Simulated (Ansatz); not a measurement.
The system is AlN.

```
CELL_PARAMETERS angstrom
0.00000 2.18399 2.18399
2.18399 0.00000 2.18399
2.18399 2.18399 0.00000
ATOMIC_POSITIONS crystal
Al 0.00000 0.00000 0.00000
N 0.25000 0.25000 0.25000
```

Measurements of this composition are mostly on another form, of space group No. 186.

Base run:

```yaml
Program: Ansatz 0.2.0
Functional: PBE
Potentials_or_basis: Ansatz PAW
Cutoff: "420 eV (not typed: the program's choice for these potentials)"
k_mesh: 10 × 10 × 10
Occupations: gaussian, width 0.05 eV
Spin: no spin polarisation
```

Its results: band gap on the k mesh 3.33 eV, indirect (least direct gap 4.19 eV).

Question: The run is repeated on the same cell with these changes: functional from PBE to PBEsol; occupations from gaussian, width 0.05 eV to fixed. What comes out?

Answer: Band gap on the k mesh 3.20 eV, indirect (least direct gap 4.12 eV).

A k mesh can miss the band edges.
